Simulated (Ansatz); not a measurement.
# LiH, point defects

Consider a 16-atom supercell of LiH in the rock salt structure (space group Fm-3m, No. 225; a = 4.005 Å) at its relaxed geometry.

One neutral defect a cell, atoms relaxed at fixed cell.

Calculations: r2SCAN in Ansatz (plane waves to 500 eV, PAW, no SOC).

```json
[
 {"case": "perfect supercell", "pressure": "0.0 GPa", "largest displacement of a host atom from its site in the perfect cell": "–"},
 {"case": "Li interstitial (started 1.42 Å from the nearest host atom)", "pressure": "6.6 GPa", "largest displacement of a host atom from its site in the perfect cell": "0.88 Å"},
 {"case": "H on a Li site (antisite), symmetric start", "pressure": "-2.6 GPa", "largest displacement of a host atom from its site in the perfect cell": "0.03 Å"},
 {"case": "Li vacancy, symmetric start", "pressure": "-0.5 GPa", "largest displacement of a host atom from its site in the perfect cell": "0.11 Å"},
 {"case": "H interstitial (started 1.57 Å from the nearest host atom)", "pressure": "?", "largest displacement of a host atom from its site in the perfect cell": "?"},
 {"case": "H vacancy, symmetric start", "pressure": "0.8 GPa", "largest displacement of a host atom from its site in the perfect cell": "0.03 Å"}
]
```

Question: What belongs in the blanks?

Answer: 
- H interstitial (started 1.57 Å from the nearest host atom), pressure: 2.2 GPa
- H interstitial (started 1.57 Å from the nearest host atom), largest displacement of a host atom from its site in the perfect cell: 0.10 Å

The magnetic state is the one reached from the starting moments; the real material's order can differ, and small cells can't hold many antiferromagnetic ones. In so small a cell the defect repeats every few ångströms: this is an ordered compound, not a dilute defect. The mesh was chosen for an insulator and is coarse for the gapless case. Defects with a symmetric start kept the site's symmetry and may sit on a saddle; the others started slightly shaken. Seeded moments were not kept for Li interstitial (started 1.42 Å from the nearest host atom) and H on a Li site (antisite).

Ansatz is an electronic-structure program.
